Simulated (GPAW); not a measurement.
# C (P4/mmm) in GPAW: convergence with k mesh

Aim: find how far k mesh must go before the results for C settle, at LDA. This setting moves, with any that are tied to it; all else stays.

Everything below comes from runs of GPAW 26.7.0. Logs are shortened: lines on timing, memory, paths and dates and some standing lists are left out, and cuts for length are marked. The log counts tension as positive stress, the text compression.

### 1 The structure

It takes space group P4/mmm (No. 123, tetragonal). The conventional cell has a = 4.255 Å, b = 4.255 Å, c = 1.282 Å, α = 90.00°, β = 90.00°, γ = 90.00°. C (site symmetry 4/mmm) has 2 C at 1.28 Å as nearest neighbours.

The cell was built by a generator and needn't be a form met in nature.

### 2 With k mesh 2 × 2 × 4

Contents of run.py:

```python
from ase.dft.bandgap import bandgap
from ase.io import read, write
from ase.units import GPa
from gpaw import GPAW, PW

atoms = read('POSCAR')

calc = GPAW(mode=PW(800),
            xc='LDA',
            kpts={'size': (2, 2, 4), 'gamma': True},
            occupations={'name': 'fermi-dirac', 'width': 0.05},
            nbands=8,
            convergence={'density': 1e-05, 'energy': 1e-05},
            maxiter=100,
            txt='gpaw.txt')
atoms.calc = calc
energy = atoms.get_potential_energy()
forces = atoms.get_forces()
stress = atoms.get_stress()
calc.write('gs.gpw')
write('result.traj', atoms)
print(f'Energy: {energy:.6f} eV')
print('Forces (eV/A):')
print(forces.round(4))
print('Stress (GPa):', (stress / GPa).round(3))
print('Fermi level:', round(calc.get_fermi_level(), 4), 'eV')
print(f'Gap: {bandgap(calc)[0]:.4f} eV, direct: {bandgap(calc, direct=True)[0]:.4f} eV')
```

Contents of POSCAR:

```
C
1.0
    4.2551700000      0.0000000000      0.0000000000
    0.0000000000      4.2551700000      0.0000000000
    0.0000000000      0.0000000000      1.2822900000
C
1
Direct
    0.5000000000      0.5000000000      0.5000000000
```

Potentials or basis: the program's PAW data sets (release 1.2.1) made for this functional, pw.

Command:

```
OMP_NUM_THREADS=1 python run.py
```

Wall time 1.8 s (1 thread of Arm Neoverse V2, shared host); peak memory 0.12 GiB.

Results:

- Free energy: -7.3525 eV
- Pressure: 5.0 GPa
- Band gap on the k mesh: none (metal or under the smearing width)

### 3 With k mesh 2 × 2 × 6

run.py: that of step 2 with these lines changed.

```diff
@@ -9,3 +9,3 @@
             xc='LDA',
-            kpts={'size': (2, 2, 4), 'gamma': True},
+            kpts={'size': (2, 2, 6), 'gamma': True},
             occupations={'name': 'fermi-dirac', 'width': 0.05},
```

POSCAR is that of step 2.

Potentials or basis: the program's PAW data sets (release 1.2.1) made for this functional, pw.

Command:

```
OMP_NUM_THREADS=1 python run.py
```

Run time: 2.1 s. Hardware: 1 thread of Arm Neoverse V2, shared host; peak memory 0.12 GiB.

Results:

```
Free energy            : -9.3163 eV
Pressure               : -3.9 GPa
Band gap on the k mesh : none (metal or under the smearing width)
```

### 4 With k mesh 3 × 3 × 8

run.py: that of step 3 with these lines changed.

```diff
@@ -9,3 +9,3 @@
             xc='LDA',
-            kpts={'size': (2, 2, 6), 'gamma': True},
+            kpts={'size': (3, 3, 8), 'gamma': True},
             occupations={'name': 'fermi-dirac', 'width': 0.05},
```

POSCAR is that of step 3.

Command:

```
OMP_NUM_THREADS=1 python run.py
```

Run time: 2.8 s. Hardware: 1 thread of Arm Neoverse V2, shared host; peak memory 0.12 GiB.

Results:

```
Free energy            : -8.5684 eV
Pressure               : -0.1 GPa
Band gap on the k mesh : none (metal or under the smearing width)
```

### 5 With k mesh 3 × 3 × 10

run.py: that of step 4 with these lines changed.

```diff
@@ -9,3 +9,3 @@
             xc='LDA',
-            kpts={'size': (3, 3, 8), 'gamma': True},
+            kpts={'size': (3, 3, 10), 'gamma': True},
             occupations={'name': 'fermi-dirac', 'width': 0.05},
```

POSCAR is that of step 4.

Command:

```
OMP_NUM_THREADS=1 python run.py
```

Run time: 2.7 s. Hardware: 1 thread of Arm Neoverse V2, shared host; peak memory 0.13 GiB.

Results (log left out):

| Property | Result |
| --- | --- |
| Free energy | -9.0759 eV |
| Pressure | -2.6 GPa |
| Band gap on the k mesh | none (metal or under the smearing width) |

### 6 With k mesh 4 × 4 × 13

run.py: that of step 5 with these lines changed.

```diff
@@ -9,3 +9,3 @@
             xc='LDA',
-            kpts={'size': (3, 3, 10), 'gamma': True},
+            kpts={'size': (4, 4, 13), 'gamma': True},
             occupations={'name': 'fermi-dirac', 'width': 0.05},
```

POSCAR is that of step 5.

Potentials or basis: the program's PAW data sets (release 1.2.1) made for this functional, pw.

Command:

```
OMP_NUM_THREADS=1 python run.py
```

It took 5.1 s on 1 thread of Arm Neoverse V2, shared host; peak memory 0.13 GiB.

Results (log left out):

| Property | Result |
| --- | --- |
| Free energy | -8.8751 eV |
| Pressure | -1.7 GPa |
| Band gap on the k mesh | none (metal or under the smearing width) |

### 7 With k mesh 5 × 5 × 15

run.py: that of step 6 with these lines changed.

```diff
@@ -9,3 +9,3 @@
             xc='LDA',
-            kpts={'size': (4, 4, 13), 'gamma': True},
+            kpts={'size': (5, 5, 15), 'gamma': True},
             occupations={'name': 'fermi-dirac', 'width': 0.05},
```

POSCAR is that of step 6.

Command:

```
OMP_NUM_THREADS=1 python run.py
```

Run time: 5.7 s. Hardware: 1 thread of Arm Neoverse V2, shared host; peak memory 0.14 GiB.

The run converged. Its results:

```
Free energy            : -8.8813 eV
Pressure               : -1.7 GPa
Band gap on the k mesh : none (metal or under the smearing width)
```

### 8 With k mesh 6 × 6 × 18

run.py: that of step 7 with these lines changed.

```diff
@@ -9,3 +9,3 @@
             xc='LDA',
-            kpts={'size': (5, 5, 15), 'gamma': True},
+            kpts={'size': (6, 6, 18), 'gamma': True},
             occupations={'name': 'fermi-dirac', 'width': 0.05},
```

POSCAR is that of step 7.

Command:

```
OMP_NUM_THREADS=1 python run.py
```

Wall time 11 s (1 thread of Arm Neoverse V2, shared host); peak memory 0.16 GiB.

Results (log left out):

| Property | Result |
| --- | --- |
| Free energy | -8.9801 eV |
| Pressure | -2.1 GPa |
| Band gap on the k mesh | none (metal or under the smearing width) |

### 9 With k mesh 7 × 7 × 22

run.py: that of step 8 with these lines changed.

```diff
@@ -9,3 +9,3 @@
             xc='LDA',
-            kpts={'size': (6, 6, 18), 'gamma': True},
+            kpts={'size': (7, 7, 22), 'gamma': True},
             occupations={'name': 'fermi-dirac', 'width': 0.05},
```

POSCAR is that of step 8.

Potentials or basis: the program's PAW data sets (release 1.2.1) made for this functional, pw.

Command:

```
OMP_NUM_THREADS=1 python run.py
```

It took 12 s on 1 thread of Arm Neoverse V2, shared host; peak memory 0.16 GiB.

The run converged. Its results:

- Free energy: -8.9660 eV
- Pressure: -2.0 GPa
- Band gap on the k mesh: none (metal or under the smearing width)

### 10 With k mesh 8 × 8 × 27

run.py: that of step 9 with these lines changed.

```diff
@@ -9,3 +9,3 @@
             xc='LDA',
-            kpts={'size': (7, 7, 22), 'gamma': True},
+            kpts={'size': (8, 8, 27), 'gamma': True},
             occupations={'name': 'fermi-dirac', 'width': 0.05},
```

POSCAR is that of step 9.

Potentials or basis: the program's PAW data sets (release 1.2.1) made for this functional, pw.

Command:

```
OMP_NUM_THREADS=1 python run.py
```

gpaw.txt:

```text
__  _  _
 | _ |_)|_||  |
 |__||  | ||/\| - 26.7.0

Input parameters:
  mode=PW(ecut=800.0),
  convergence={'density': 1e-05, 'energy': 1e-05},
  kpts=MonkhorstPack(size=(8, 8, 27), gamma=True),
  maxiter=100,
  nbands=8,
  occupations=Occupations(name='fermi-dirac', width=0.05),
  xc=XC(name='LDA')

Diagonalizing LCAO Hamiltonian
Converting LCAO to pw mode
    .---------.
   /|         |
  / .---C-----.
 * /         /
 |/         /
 *---------*

Atoms  # Å, Bohr magnetons
|   | symbol |        x |        y |        z |    initial magnetic moments |
|---|--------|----------|----------|----------|-----------------------------|
| 0 |      C | 2.127585 | 2.127585 | 0.641145 | ( 0.0000,  0.0000,  0.0000) |

Unit cell  # Å
| periodic |        x |        y |        z |  lengths |    angles |
|----------|----------|----------|----------|----------|-----------|
|      yes | 4.255170 | 0.000000 | 0.000000 | 4.255170 | 90.000000 |
|      yes | 0.000000 | 4.255170 | 0.000000 | 4.255170 | 90.000000 |
|      yes | 0.000000 | 0.000000 | 1.282290 | 1.282290 | 90.000000 |

Number of symmetries: 16
Symmetry operations  # r_c * U_cc + t_c -> r_c
|    | kind |            matrix            |
|----|------|------------------------------|
|  0 |  E   |  1, 0, 0,  0, 1, 0,  0, 0, 1 |
|  1 |  σ   |  1, 0, 0,  0, 1, 0,  0, 0,-1 |
|  2 |  σ   |  1, 0, 0,  0,-1, 0,  0, 0, 1 |
|  3 |  C2  |  1, 0, 0,  0,-1, 0,  0, 0,-1 |
|  4 |  σ   |  0, 1, 0,  1, 0, 0,  0, 0, 1 |
|  5 |  C2  |  0, 1, 0,  1, 0, 0,  0, 0,-1 |
|  6 |  C4  |  0, 1, 0, -1, 0, 0,  0, 0, 1 |
|  7 |  S4  |  0, 1, 0, -1, 0, 0,  0, 0,-1 |
|  8 |  C4  |  0,-1, 0,  1, 0, 0,  0, 0, 1 |
|  9 |  S4  |  0,-1, 0,  1, 0, 0,  0, 0,-1 |
| 10 |  σ   |  0,-1, 0, -1, 0, 0,  0, 0, 1 |
| 11 |  C2  |  0,-1, 0, -1, 0, 0,  0, 0,-1 |
| 12 |  σ   | -1, 0, 0,  0, 1, 0,  0, 0, 1 |
| 13 |  C2  | -1, 0, 0,  0, 1, 0,  0, 0,-1 |
| 14 |  C2  | -1, 0, 0,  0,-1, 0,  0, 0, 1 |
| 15 |  i   | -1, 0, 0,  0,-1, 0,  0, 0,-1 |

BZ-sampling:
  Number of BZ points: 1728
  Number of IBZ points: 210

  Monkhorst-Pack size: [8, 8, 27]
  Monkhorst-Pack shift: [0.0625, 0.0625, 0.0]

K-points  # in reciprocal-cell coordinates
|     |                                coordinates |     weight |
|-----|--------------------------------------------|------------|
|   0 | (  0.00000000,   0.00000000,   0.00000000) | 0.00057870 |
|   1 | (  0.00000000,   0.00000000,   0.03703704) | 0.00115741 |
|   2 | (  0.00000000,   0.00000000,   0.07407407) | 0.00115741 |
|   3 | (  0.00000000,   0.00000000,   0.11111111) | 0.00115741 |
|   4 | (  0.00000000,   0.00000000,   0.14814815) | 0.00115741 |
|   5 | (  0.00000000,   0.00000000,   0.18518519) | 0.00115741 |
|   6 | (  0.00000000,   0.00000000,   0.22222222) | 0.00115741 |
|   7 | (  0.00000000,   0.00000000,   0.25925926) | 0.00115741 |
|   8 | (  0.00000000,   0.00000000,   0.29629630) | 0.00115741 |
|   9 | (  0.00000000,   0.00000000,   0.33333333) | 0.00115741 |
| ... |                                            |            |
| 209 | (  0.50000000,   0.50000000,   0.48148148) | 0.00115741 |

Plane wave coefficients: 1224
Cutoff: 800.0 eV

Spin-components: 1 (collinear spins)
Bands:           8
Projectors:      5
Spin-degeneracy: 2
Datatype:        complex128

Parallelization:
  kpt:    1
  domain: 1
  band:   1

Density:
  Valence electrons: 4.0
  Components: 1
  Grid points: [28 28  9]
  Charge: 0.0  # |e|

Potential:
  Grid points: [28 28  9]

species:
  C:
    name:    Carbon
    Z:       6.0
    valence: 4
    core:    2
    charge:  0.0  # [|e|]
    compensation charges:
      type: gauss
      rc: 0.20  # [Å]
      lmax: 2
    cutoffs:
      filter: 1.14  # [Å]
      core: 1.14  # [Å]
    projectors
    | kind |    occ | energy [eV] | rcut [Å] |
    |------|--------|-------------|----------|
    |   2s |  2.000 |     -13.639 |    0.635 |
    |   2p |  2.000 |      -5.414 |    0.635 |
    |    s |        |      13.573 |    0.635 |
    |    p |        |      21.797 |    0.635 |
    |    d |        |       0.000 |    0.635 |

    Using partial waves for C as LCAO basis

Reference energy: -1018.802538  # eV

eigensolver:
  PPCG
  Converge bands: occupied
  niter=2

density mixing:
  MSR1-Mixer
  Pratt-step length: 0.05
  Maximum mixing coefficient: 0.75
  Old densities: 10
  SVD Regularization: 0.005
  Good broyden scale: 1.0
  Trust region scale: 1.0
  Backstep threshold: 4.0
  History deletion threshold: 6.0
  Fourier metric: weight=20.0, sigma=0.015

occupation numbers:
  Fermi-Dirac:
    width: 0.0500  # eV

poisson solver:
  ecut: 6400.0  # eV

xc functional:
  name: None

convergence criteria:
- Maximum integral of absolute [dens]ity change: 1e-05 electrons / valence electron
- Maximum [total energy] change in last 3 cyles: 1e-05 eV / valence electron
- Maximum integral of absolute [eigenst]ate change: 4e-08 eV^2 / valence electron
maximum number of iterations: 100

SCF iterations
|iter     | |      energy | eigst |  dens |
|---------|-|-------------|-------|-------|
|iter:   1| |   -9.686813 | +0.79 |       |
|iter:   2| |   -9.578784 | -1.04 | -0.70 |
|iter:   3| |   -8.927052 | -0.83 | -0.74 |
|iter:   4| |   -8.924202 | -2.54 | -1.55 |
|iter:   5| |   -8.924879 | -3.44 | -1.91 |
|iter:   6| |   -8.924882 | -5.13 | -3.01 |
|iter:   7| |   -8.924884c| -6.25 | -3.51 |
|iter:   8| |   -8.924884c| -7.71c| -4.80 |
|iter:   9| |   -8.924884c| -8.41c| -5.42c|

Converged in 9 steps
Energy contributions relative to reference atoms: (reference = -1018.802538)

Energy contributions:
  Kinetic:           8.423430
  Coulomb:          -8.925024
  Zero:              0.023255
  External:          0.000000
  Xc:               -8.444114
  Entropy:          -0.004860
  Spinorbit:         0.000000
  ----------------------------
  Free energy:      -8.927314
  Extrapolated:     -8.924884

dipole moment: (0.000001, 0.000001, 0.000000)  # |e|*Ang

Fermi level: -1.166
Eigenvalues  # (at kpt = [0.000, 0.000, 0.000])
| band index |      eig [eV] | occ [0-2] |
|------------|---------------|-----------|
|          0 |       -17.447 |     2.000 |
|          1 |        -6.554 |     2.000 |
|          2 |        -6.554 |     2.000 |
|          3 |         2.178 |     0.000 |
|          4 |         6.438 |     0.000 |
|          5 |        11.138 |     0.000 |
|          6 |        11.138 |     0.000 |
|          7 |        12.224 |     0.000 |

No gap
No difference between direct/indirect transitions

Forces  # eV/Ang
|       x |       y |       z |
|---------|---------|---------|
| 0.00000 | 0.00000 | 0.00000 |  # C    0

Stress tensor  # eV/Ang^3
|        x |        y |        z |
|----------|----------|----------|
| 0.005058 | 0.000000 | 0.000000 |
| 0.000000 | 0.005058 | 0.000000 |
| 0.000000 | 0.000000 | 0.024932 |

# Writing to gs.gpw (mode='')
```

stdout:

```text
Energy: -8.924884 eV
Forces (eV/A):
[[0. 0. 0.]]
Stress (GPa): [0.81  0.81  3.995 0.    0.    0.   ]
Fermi level: -1.1657 eV
Gap: 0.0000 eV, direct: 0.0000 eV
```

Wall time 21 s (1 thread of Arm Neoverse V2, shared host); peak memory 0.2 GiB.

Results:

```yaml
Free_energy: -8.9273 eV
Pressure: -1.9 GPa
Band_gap_on_the_k_mesh: none (metal or under the smearing width)
```

### 11 Result

```tsv
k mesh	energy less the tightest run, at zero smearing (meV/atom)	pressure (GPa)	SCF cycles	CPU time (s)	peak memory (GiB)
2 × 2 × 4	1579.27	5.02	9	1.8	0.12
2 × 2 × 6	-391.46	-3.87	9	2.1	0.12
3 × 3 × 8	366.36	-0.12	9	2.8	0.12
3 × 3 × 10	-151.03	-2.63	9	2.7	0.13
4 × 4 × 13	54.11	-1.67	9	5.1	0.13
5 × 5 × 15	47.86	-1.66	9	5.7	0.14
6 × 6 × 18	-55.22	-2.11	9	11	0.16
7 × 7 × 22	-41.08	-2.04	9	12	0.16
8 × 8 × 27	0.00	-1.87	9	21	0.2
```

Not settled before the last step: the energy (to 1 meV/atom), the pressure (to 0.1 GPa). Meshes of other sizes hit other points, so gaps and Fermi surfaces needn't settle smoothly. The tightest run that finished is the yardstick and may itself not be fully converged.
